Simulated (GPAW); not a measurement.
Wanted: an ASE script for a GPAW 26.7.0 run.

```
Task                : equation of state
Functional          : RPBE
Dispersion          : D3
Potentials or basis : the program's PAW data sets (release 1.2.1) made for this functional
Cutoff              : 600 eV
Basis               : pw
k mesh              : 6 × 6 × 6
Occupations         : fermi-dirac, width 0.05 eV
Spin                : no spin polarisation
Maxiter             : 150
Eos scales          : [0.94, 0.96, 0.98, 1.0, 1.02, 1.04, 1.06]
```

The structure of InP lies in InP.xyz:

```xyz
2
Lattice="0.0000000000 2.9305000000 2.9305000000 2.9305000000 0.0000000000 2.9305000000 2.9305000000 2.9305000000 0.0000000000" Properties=species:S:1:pos:R:3 pbc="T T T"
In     0.0000000000      0.0000000000      0.0000000000
P      4.3957500000      4.3957500000      4.3957500000
```

One way to write it, as run:

run.py

```python
from ase.calculators.mixing import SumCalculator
from ase.eos import EquationOfState
from ase.io import Trajectory, read
from ase.units import GPa
from dftd3.ase import DFTD3
from gpaw import GPAW, PW

atoms = read('InP.xyz')

traj = Trajectory('eos.traj', 'w')
volumes, energies = [], []
for x in [0.94, 0.96, 0.98, 1.0, 1.02, 1.04, 1.06]:
    a = atoms.copy()
    a.set_cell(atoms.cell * x**(1 / 3), scale_atoms=True)
    calc = GPAW(mode=PW(600),
                xc='RPBE',
                kpts={'size': (6, 6, 6), 'gamma': True},
                occupations={'name': 'fermi-dirac', 'width': 0.05},
                nbands=18,
                convergence={'density': 1e-05, 'energy': 1e-05},
                maxiter=150,
                txt=f'eos-{x:.2f}.txt')
    a.calc = SumCalculator([calc, DFTD3(method='rpbe', damping='d3zero')])
    energies.append(a.get_potential_energy())
    volumes.append(a.get_volume())
    p = -a.get_stress()[:3].mean() / GPa
    calc.write(f'eos-{x:.2f}.gpw')
    traj.write(a)
    print(f'{x:.2f} {volumes[-1]:10.4f} A^3 {energies[-1]:14.6f} eV {p:9.3f} GPa', flush=True)

v0, e0, B = EquationOfState(volumes, energies, eos='birchmurnaghan').fit()
print(f'V0 = {v0:.4f} A^3, E0 = {e0:.6f} eV, B0 = {B / GPa:.2f} GPa')
```

Potentials or basis: the program's PAW data sets (release 1.2.1) made for this functional, pw.

Launch:

```sh
$ OMP_NUM_THREADS=1 python run.py
```

Results of the run:

```
Equilibrium volume                      : 26.18 Å³/atom
Bulk modulus                            : 60 GPa
Pressure derivative of the bulk modulus : 4.6
```

Wall time 56 s on 1 thread of Arm Neoverse V2, on a shared host, peak memory 0.22 GiB.
